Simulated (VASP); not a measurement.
Input:

```
CELL_PARAMETERS angstrom
      1.33346    -2.30963     0.00000
      1.33346     2.30963     0.00000
      0.00000     0.00000     4.32986
ATOMIC_POSITIONS crystal
  Be 0.66667 0.33333 0.50006
  Be 0.33333 0.66667 0.00006
  O  0.66667 0.33333 0.87794
  O  0.33333 0.66667 0.37794
```

Method: LDA (Ceperley-Alder, Perdew-Zunger), VASP's LDA PAW potentials (set 64) (plane waves; VASP). Settings: 520 eV cut-off, 11×11×6 Γ-centred mesh, tetrahedra with Blöchl corrections, potentials Be O.

Question: What does the run give for the energy per atom (σ→0)?

Answer: 
```
Property                        Value
---------------------  --------------
energy per atom (σ→0)  -7.865 eV/atom
```

The compound is BeO in the wurtzite structure. It was relaxed first.
